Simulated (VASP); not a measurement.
**TiB5: single point with PBE**

TiB5:

```xyz
6
Lattice="4.2796 0.0000 0.0000 -2.1398 3.7062 0.0000 0.0000 0.0000 3.4824" Properties=species:S:1:pos:R:3 pbc="T T T"
Ti    0.0000    0.0000    0.0000
B    -1.0699    1.8531    1.7412
B     0.0000    2.4708    0.0000
B     2.1398    1.2354    0.0000
B     2.1398    0.0000    1.7412
B     1.0699    1.8531    1.7412
```

The cell was built by a generator and needn't be a form met in nature.

The cell isn't the ideal one: species swapped into the ErNi5 type (P6/mmm, No. 191).

```json
{
  "Program": "VASP 6.6.1",
  "Task": "single point",
  "Functional": "PBE",
  "Potentials or basis": "VASP PAW PBE potentials, release 64 (Ti_sv, B)",
  "Cutoff": "520 eV",
  "k mesh": "6 × 6 × 6",
  "Occupations": "gaussian, width 0.1 eV",
  "Spin": "no spin polarisation"
}
```

```json
{
  "Pressure": "-36.9 GPa",
  "Band gap on the k mesh": "none (metal or under the smearing width)"
}
```

Stress tensor (GPa, compression positive):
```
-27.16   0.00   0.00
  0.00 -27.16   0.00
  0.00   0.00 -56.37
```

Levels at points of the mesh, in eV from the Fermi level:
```csv
k point,band 10,band 11,band 12,band 13,band 14,band 15,band 16,band 17,band 18,band 19
"(0.00, 0.00, 0.00)",-4.06,-4.06,-3.65,0.72,0.72,1.27,1.38,2.25,2.25,2.34
"(0.50, 0.00, 0.00)",-2.97,-2.42,-1.66,-1.27,-0.24,0.18,1.08,1.43,2.10,3.50
"(0.00, 0.00, 0.50)",-4.03,-4.03,-2.85,-2.25,-2.25,1.23,1.23,1.53,3.14,3.14
"(0.50, 0.00, 0.50)",-4.95,-4.81,-1.99,-0.45,0.71,1.83,2.08,2.19,2.91,3.50
```

Wall time 15 s on 1 thread of Intel(R) Xeon(R) 6975P-C (Granite Rapids) (shared host), peak memory 0.18 GiB.

Caveat: a pressure of tens of GPa on the cell as given is suspect, and the run, the potentials or the cell itself is likely at fault.
